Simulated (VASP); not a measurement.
# KCl (Pm-3m) in VASP: notebook

One crystal, KCl, is run at these levels: PBE; tasks: single point.

All numbers are computed with VASP 6.6.1; they aren't measurements. Logs are shortened: lines on timing, memory, paths and dates and some standing lists are left out, and cuts for length are marked.

## (1) The structure

Symmetry: Pm-3m, No. 221, cubic system. The conventional cell has a = 3.839 Å, b = 3.839 Å, c = 3.839 Å, α = 90.00°, β = 90.00°, γ = 90.00°. Around K (site symmetry m-3m) lie 8 Cl at 3.32 Å. Cl (site symmetry m-3m) has 8 K at 3.32 Å as nearest neighbours.

Measurements of this composition are mostly on another form, of space group No. 225.

## (2) Single point, PBE

File INCAR:

```
SYSTEM = KCl
PREC = Normal ; ENCUT = 800
EDIFF = 1E-6 ; ISMEAR = 0
SIGMA = 0.05 ; LREAL = .False.
LASPH = .True. ; NELM = 100
ALGO = Normal ; ISIF = 2
LWAVE = .False. ; LCHARG = .False.
GGA = PE ; NBANDS = 15
ADDGRID = .False.
```

File KPOINTS:

```
regular mesh
0
Gamma
  4 4 4
  0 0 0
```

File POSCAR:

```
KCl
1.0
    3.8391960000      0.0000000000      0.0000000000
    0.0000000000      3.8391960000      0.0000000000
    0.0000000000      0.0000000000      3.8391960000
K Cl
1 1
Direct
    0.0405710000      0.0040460000      0.0049320000
    0.5021390000      0.4938510000      0.4988730000
```

Potentials or basis: VASP PAW PBE potentials, release 64 (K_sv, Cl_h).

Launch:

```
$ cat potpaw_PBE.64/K_sv/POTCAR potpaw_PBE.64/Cl_h/POTCAR > POTCAR
$ mpirun -np 1 vasp_std > vasp.out
```

OUTCAR:

```text
SYSTEM = KCl
   PREC = Normal
   ENCUT = 800
   EDIFF = 1E-6
   ISMEAR = 0
   LREAL = .False.
   LASPH = .True.
   NELM = 100
   ISIF = 2
   GGA = PE

 Found     36 irreducible k-points:

 Following reciprocal coordinates:
            Coordinates               Weight
  0.000000  0.000000  0.000000      1.000000
  0.250000  0.000000  0.000000      2.000000
  0.000000  0.250000  0.000000      2.000000
  0.000000  0.000000  0.250000      2.000000
  0.500000  0.000000  0.000000      1.000000
  0.000000  0.500000  0.000000      1.000000
   k-points           NKPTS =     36   k-points in BZ     NKDIM =     36   number of bands    NBANDS=     15
   number of dos      NEDOS =    301   number of ions     NIONS =      2
   total plane-waves  NPLWV =  21952
   dimension x,y,z NGX =    28 NGY =   28 NGZ =   28
   dimension x,y,z NGXF=    56 NGYF=   56 NGZF=   56
   ions per type =               1   1
   NGX,Y,Z   is equivalent  to a cutoff of  12.12, 12.12, 12.12 a.u.
   NGXF,Y,Z  is equivalent  to a cutoff of  24.25, 24.25, 24.25 a.u.
 SYSTEM =  KCl
   PREC   = normal    normal or accurate (medium, high low for compatibility)
   ISTART =      0    job   : 0-new  1-cont  2-samecut
   ICHARG =      2    charge: 1-file 2-atom 10-const
   ISPIN  =      1    spin polarized calculation?
   LNONCOLLINEAR =      F non collinear calculations
   LSORBIT =      F    spin-orbit coupling
   LASPH  =      T    aspherical Exc in radial PAW
   ENCUT  =  800.0 eV  58.80 Ry    7.67 a.u.   8.85  8.85  8.85*2*pi/ulx,y,z
   NELM   =    100;   NELMIN=  2; NELMDL= -5     # of ELM steps
   EDIFF  = 0.1E-05   stopping-criterion for ELM
   LREAL  =      F    real-space projection
   EDIFFG = 0.1E-04   stopping-criterion for IOM
   NSW    =      0    number of steps for IOM
   IBRION =     -1    ionic relax: 0-MD 1-quasi-New 2-CG
   NFREE  =      0    steps in history (QN), initial steepest desc. (CG)
   ISIF   =      2    stress and relaxation
   ISYM   =      2    0-nonsym 1-usesym 2-fastsym
   POTIM  = 0.5000    time-step for ionic-motion
   TEBEG  =    0.0;   TEEND  =   0.0 temperature during run
   PSTRESS=    0.0 pullay stress
   NELECT =      16.0000    total number of electrons
   NUPDOWN=      -1.0000    fix difference up-down
   EMIN   =  10.00;   EMAX   =-10.00  energy-range for DOS
   EFERMI =   0.00;   METHOD = LEGACY
   ISMEAR =     0;   SIGMA  =   0.05  broadening in eV -4-tet -1-fermi 0-gaus
   EFERMI_NEDOS =   21; number of points for ismear=-14 and -15
   IALGO  =     38    algorithm
   IMIX   =      4    mixing-type and parameters
     AMIX     =   0.40;   BMIX     =  1.00
     AMIX_MAG =   1.60;   BMIX_MAG =  1.00
  volume/ion in A,a.u.               =      28.29       190.94
  Fermi-wavevector in a.u.,A,eV,Ry     =   1.074504  2.030517 15.708715  1.154558
  Thomas-Fermi vector in A             =   2.210334
   LORBIT       =      0    0 simple, 1 ext, 2 COOP (PROOUT), +10 PAW based schemes
   GGA     = PE    functional components
   LHFCALC =     F    Hartree Fock is set to
   AEXX    =    0.0000 exact exchange contribution
   IVDW    =     0    specifies the selected vdW correction
   LEPSILON=     F    determine dielectric tensor
   LRPA    =     F    only Hartree local field effects (RPA)
 non-spin polarized calculation
 Gauss-broadening in eV      SIGMA  =   0.05
  energy-cutoff  :      800.00
  volume of cell :       56.59
 maximum number of plane-waves:      2945
   NGX = 17   NGY = 17   NGZ = 17

 number of electron      15.9999997 magnetization

 Free energy of the ion-electron system (eV)
  ---------------------------------------------------
  ext. energy  EPLUGINS =         0.00000000
  ---------------------------------------------------
  free energy    TOTEN  =        -6.64707993 eV

  energy without entropy =       -6.64707993  energy(sigma->0) =       -6.64707993

 E-fermi :  -0.3440     XC(G=0):  -8.0890

 val. band max:       -0.5988479887   @ k =   0.0000   0.5000   0.5000
 cond. band min:       4.2007774485   @ k =   0.0000   0.0000   0.0000
 fundamental gap:      4.7996254372
 Fermi energy:        -0.3440110742

 k-point     1 :       0.0000    0.0000    0.0000
  band No.  band energies     occupation
      1     -28.6487      2.00000
      2     -13.1713      2.00000
      3     -12.0364      2.00000
      4     -12.0362      2.00000
      5     -12.0308      2.00000
      6      -0.8067      2.00000
      7      -0.8029      2.00000
      8      -0.8017      2.00000
      9       4.2008      0.00000
     10       5.9634      0.00000
     11       6.0180      0.00000
     12      10.0184      0.00000
     13      10.0570      0.00000
     14      10.0580      0.00000
     15      12.7450      0.00000

 k-point     2 :       0.2500    0.0000    0.0000
  band No.  band energies     occupation
      1     -28.6393      2.00000
      2     -13.2553      2.00000
      3     -12.0221      2.00000
      4     -12.0212      2.00000
      5     -11.9630      2.00000
      6      -1.6758      2.00000
      7      -0.8046      2.00000
      8      -0.8043      2.00000
      9       5.4135      0.00000
     10       6.4480      0.00000
     11       7.0620      0.00000
     12       9.8768      0.00000
     13       9.8782      0.00000
     14      10.2860      0.00000
     15      11.2169      0.00000

 k-point     3 :       0.0000    0.2500    0.0000
  band No.  band energies     occupation
      1     -28.6392      2.00000
      2     -13.2591      2.00000
      3     -12.0299      2.00000
      4     -12.0210      2.00000
      5     -11.9510      2.00000
      6      -1.6761      2.00000
      7      -0.8077      2.00000
      8      -0.8005      2.00000
      9       5.4099      0.00000
     10       6.4711      0.00000
     11       7.0155      0.00000
     12       9.8590      0.00000
     13       9.8700      0.00000
     14      10.3215      0.00000
     15      11.1234      0.00000

 k-point     4 :       0.0000    0.0000    0.2500
  band No.  band energies     occupation
      1     -28.6392      2.00000
      2     -13.2593      2.00000
      3     -12.0301      2.00000
      4     -12.0211      2.00000
      5     -11.9505      2.00000
      6      -1.6761      2.00000
      7      -0.8075      2.00000
      8      -0.8007      2.00000
      9       5.4097      0.00000
     10       6.4722      0.00000
     11       7.0131      0.00000
     12       9.8572      0.00000
     13       9.8706      0.00000
     14      10.3232      0.00000
     15      11.1189      0.00000

 k-point     5 :       0.5000    0.0000    0.0000
  band No.  band energies     occupation
      1     -28.6297      2.00000
      2     -13.3415      2.00000
      3     -12.0063      2.00000
      4     -12.0061      2.00000
      5     -11.8880      2.00000
      6      -2.3472      2.00000
      7      -0.8079      2.00000
      8      -0.8070      2.00000
      9       7.1081      0.00000
     10       7.2801      0.00000
     11       7.6621      0.00000
     12       9.4932      0.00000
     13       9.8683      0.00000
     14       9.9210      0.00000
     15      10.6106      0.00000

 k-point     6 :       0.0000    0.5000    0.0000
  band No.  band energies     occupation
      1     -28.6297      2.00000
      2     -13.3487      2.00000
      3     -12.0092      2.00000
      4     -12.0056      2.00000
      5     -11.8772      2.00000
      6      -2.3487      2.00000
      7      -0.8141      2.00000
      8      -0.7974      2.00000
      9       7.0828      0.00000
     10       7.2854      0.00000
     11       7.6257      0.00000
     12       9.2055      0.00000
     13       9.9031      0.00000
     14      10.2538      0.00000
     15      10.5916      0.00000

 [... further k-points ...]

------------------------ aborting loop because EDIFF is reached ----------------------------------------

  FORCE on cell =-STRESS in cart. coord.  units (eV):
  Direction    XX          YY          ZZ          XY          YZ          ZX
  --------------------------------------------------------------------------------------
  -------------------------------------------------------------------------------------
  Total        0.0446688      0.0543600      0.0547091      0.0248331      0.0041708      0.0148471
  in kB        1.2647198      1.5391077      1.5489912      0.7031045      0.1180875      0.4203689
  external PRESSURE =       1.4509396 kB  Pullay stress =       0.0000000 kB

 VOLUME and BASIS-vectors are now :
 -----------------------------------------------------------------------------
  energy-cutoff  :      800.00
  volume of cell :       56.59
      direct lattice vectors                 reciprocal lattice vectors
     3.839196000  0.000000000  0.000000000     0.260471203  0.000000000  0.000000000
     0.000000000  3.839196000  0.000000000     0.000000000  0.260471203  0.000000000
     0.000000000  0.000000000  3.839196000     0.000000000  0.000000000  0.260471203

 POSITION                                       TOTAL-FORCE (eV/Angst)
 -----------------------------------------------------------------------------------
      0.15576      0.01553      0.01893        -0.096800     -0.027671     -0.016524
      1.92781      1.89599      1.91527         0.096800      0.027671      0.016524
 -----------------------------------------------------------------------------------
    total drift:                                0.000556     -0.000545     -0.000329

  FREE ENERGIE OF THE ION-ELECTRON SYSTEM (eV)
  ---------------------------------------------------
  free  energy   TOTEN  =        -6.6470799319 eV

  energy  without entropy=       -6.6470799319  energy(sigma->0) =       -6.64707993
```

Run time: 13 s. Hardware: 1 thread of Intel Xeon 6975P-C (Granite Rapids), shared host; peak memory 0.19 GiB.

The run converged, but some of its settings lie outside the range that counts as converged, so its numbers aren't taken as properties of the crystal.

Results:

```
Free energy            : -6.6471 eV
Pressure               : 0.1 GPa
Largest force          : 0.102 eV/Å
Band gap on the k mesh : 4.80 eV, indirect (least direct gap 5.00 eV)
```

## (3) Single point, PBE

File INCAR:

```
SYSTEM = KCl
PREC = Accurate ; ENCUT = 800
EDIFF = 1E-6 ; ISMEAR = 0
SIGMA = 0.05 ; LREAL = Auto
LASPH = .True. ; NELM = 100
ALGO = Normal ; ISIF = 2
LWAVE = .False. ; LCHARG = .False.
GGA = PE ; NBANDS = 15
ADDGRID = .False.
```

KPOINTS is that of step 2.

File POSCAR:

```
KCl
1.0
    3.8391960000      0.0000000000      0.0000000000
    0.0000000000      3.8391960000      0.0000000000
    0.0000000000      0.0000000000      3.8391960000
K Cl
1 1
Direct
    0.0000000000      0.0000000000      0.0000000000
    0.5000000000      0.5000000000      0.5000000000
```

Potentials or basis: VASP PAW PBE potentials, release 64 (K_sv, Cl_h).

Launch:

```
$ cat potpaw_PBE.64/K_sv/POTCAR potpaw_PBE.64/Cl_h/POTCAR > POTCAR
$ mpirun -np 1 vasp_std > vasp.out
```

It took 10 s on 1 thread of Intel Xeon 6975P-C (Granite Rapids), shared host; peak memory 0.21 GiB.

These settings aren't checked as converged: the numbers below hold their error.

What came out:

* Free energy: -6.6559 eV
* Pressure: -0.1 GPa
* Band gap on the k mesh: 4.79 eV, indirect (least direct gap 5.00 eV)

## (4) Single point, PBE

INCAR is that of step 3.

KPOINTS is that of step 3.

File POSCAR:

```
KCl
1.0
    3.8391960000      0.0000000000      0.0000000000
    0.0000000000      3.8391960000      0.0000000000
    0.0000000000      0.0000000000      3.8391960000
K Cl
1 1
Direct
    0.0405710000      0.0040460000      0.0049320000
    0.5021390000      0.4938510000      0.4988730000
```

Potentials or basis: VASP PAW PBE potentials, release 64 (K_sv, Cl_h).

Launch:

```
$ cat potpaw_PBE.64/K_sv/POTCAR potpaw_PBE.64/Cl_h/POTCAR > POTCAR
$ mpirun -np 1 vasp_std > vasp.out
```

OUTCAR:

```text
SYSTEM = KCl
   PREC = Accurate
   ENCUT = 800
   EDIFF = 1E-6
   ISMEAR = 0
   LREAL = Auto
   LASPH = .True.
   NELM = 100
   ISIF = 2
   GGA = PE

 Found     36 irreducible k-points:

 Following reciprocal coordinates:
            Coordinates               Weight
  0.000000  0.000000  0.000000      1.000000
  0.250000  0.000000  0.000000      2.000000
  0.000000  0.250000  0.000000      2.000000
  0.000000  0.000000  0.250000      2.000000
  0.500000  0.000000  0.000000      1.000000
[... 185 lines left out ...]
------------------------ aborting loop because EDIFF is reached ----------------------------------------

  FORCE on cell =-STRESS in cart. coord.  units (eV):
  Direction    XX          YY          ZZ          XY          YZ          ZX
  --------------------------------------------------------------------------------------
  -------------------------------------------------------------------------------------
  Total        0.0368618      0.0617431      0.0534503      0.0195855      0.0058253      0.0136703
  in kB        1.0436765      1.7481480      1.5133507      0.5545293      0.1649337      0.3870501
  external PRESSURE =       1.4350584 kB  Pullay stress =       0.0000000 kB

 VOLUME and BASIS-vectors are now :
 -----------------------------------------------------------------------------
  energy-cutoff  :      800.00
  volume of cell :       56.59
      direct lattice vectors                 reciprocal lattice vectors
     3.839196000  0.000000000  0.000000000     0.260471203  0.000000000  0.000000000
     0.000000000  3.839196000  0.000000000     0.000000000  0.260471203  0.000000000
     0.000000000  0.000000000  3.839196000     0.000000000  0.000000000  0.260471203

 POSITION                                       TOTAL-FORCE (eV/Angst)
 -----------------------------------------------------------------------------------
      0.15576      0.01553      0.01893        -0.088965     -0.028246     -0.021840
      1.92781      1.89599      1.91527         0.088965      0.028246      0.021840
 -----------------------------------------------------------------------------------
    total drift:                               -0.013564      0.000831      0.010264

  FREE ENERGIE OF THE ION-ELECTRON SYSTEM (eV)
  ---------------------------------------------------
  free  energy   TOTEN  =        -6.6481720237 eV

  energy  without entropy=       -6.6481720237  energy(sigma->0) =       -6.64817202
```

stdout:

```text
POSCAR found type information on POSCAR K Cl
 POSCAR found :  2 types and       2 ions
 scaLAPACK will be used
 -----------------------------------------------------------------------------
|                                                                             |
|                                                                             |
|     You have a (more or less) 'small supercell' and for smaller cells       |
|     it is recommended to use the reciprocal-space projection scheme!        |
|     The real-space optimization is not efficient for small cells and it     |
|     is also less accurate ...                                               |
|     Therefore, set LREAL=.FALSE. in the INCAR file.                         |
|                                                                             |
 -----------------------------------------------------------------------------

 LDA part: xc-table for (Slater+PW92), standard interpolation
 POSCAR, INCAR and KPOINTS ok, starting setup
 FFT: planning ... GRIDC
 FFT: planning ... GRID_SOFT
 FFT: planning ... GRID
 WAVECAR not read
 entering main loop
```

Run time: 28 s. Hardware: 1 thread of Intel Xeon 6975P-C (Granite Rapids), shared host; peak memory 0.22 GiB.

These settings aren't checked as converged: the numbers below hold their error.

Results:

```
Free energy            : -6.6482 eV
Pressure               : 0.1 GPa
Largest force          : 0.096 eV/Å
Band gap on the k mesh : 4.80 eV, indirect (least direct gap 5.00 eV)
```

## (5) Single point, PBE

File INCAR:

```
SYSTEM = KCl
PREC = Accurate ; ENCUT = 800
EDIFF = 0.01 ; ISMEAR = 0
SIGMA = 0.05 ; LREAL = .False.
LASPH = .True. ; NELM = 100
ALGO = Normal ; ISIF = 2
LWAVE = .False. ; LCHARG = .False.
GGA = PE ; NBANDS = 15
ADDGRID = .False.
```

KPOINTS is that of step 4.

File POSCAR:

```
KCl
1.0
    3.8391960000      0.0000000000      0.0000000000
    0.0000000000      3.8391960000      0.0000000000
    0.0000000000      0.0000000000      3.8391960000
K Cl
1 1
Direct
    0.0000000000      0.0000000000      0.0000000000
    0.5000000000      0.5000000000      0.5000000000
```

Launch:

```
$ cat potpaw_PBE.64/K_sv/POTCAR potpaw_PBE.64/Cl_h/POTCAR > POTCAR
$ mpirun -np 1 vasp_std > vasp.out
```

Wall time 6 s (1 thread of Intel Xeon 6975P-C (Granite Rapids), shared host); peak memory 0.2 GiB.

These settings aren't checked as converged: the numbers below hold their error.

What came out:

| Quantity | Value |
| --- | --- |
| Free energy | -6.6545 eV |
| Pressure | 0.8 GPa |
| Band gap on the k mesh | 4.81 eV, indirect (least direct gap 5.01 eV) |
